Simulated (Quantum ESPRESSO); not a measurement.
Crystal: Ru.

```
Ru
1.0
     2.70580    0.00000    0.00000
    -1.35290    2.34329    0.00000
     0.00000    0.00000    4.28190
Ru
2
Direct
  0.66667 0.33333 0.75000
  0.33333 0.66667 0.25000
```

Program: Quantum ESPRESSO 7.5. Alike in all runs: task band structure; no spin polarisation; cell as given; k mesh 11 × 11 × 6; smearing fermi-dirac 0.05 eV.

Problem. Order these runs on this cell by their pressure, lowest first.
A. level PBE; potentials or basis PseudoDojo 0.4.1 SR PBE standard; cutoff (eV) 1143
B. level PBEsol; potentials or basis PseudoDojo 0.4.1 SR PBEsol standard; cutoff (eV) 1143
C. level LDA; potentials or basis PseudoDojo 0.4.1 SR LDA standard; cutoff (eV) 1197; form of the LDA correlation PW92

Solution. C (-11.5 GPa), B (-5.6 GPa), A (5.1 GPa).
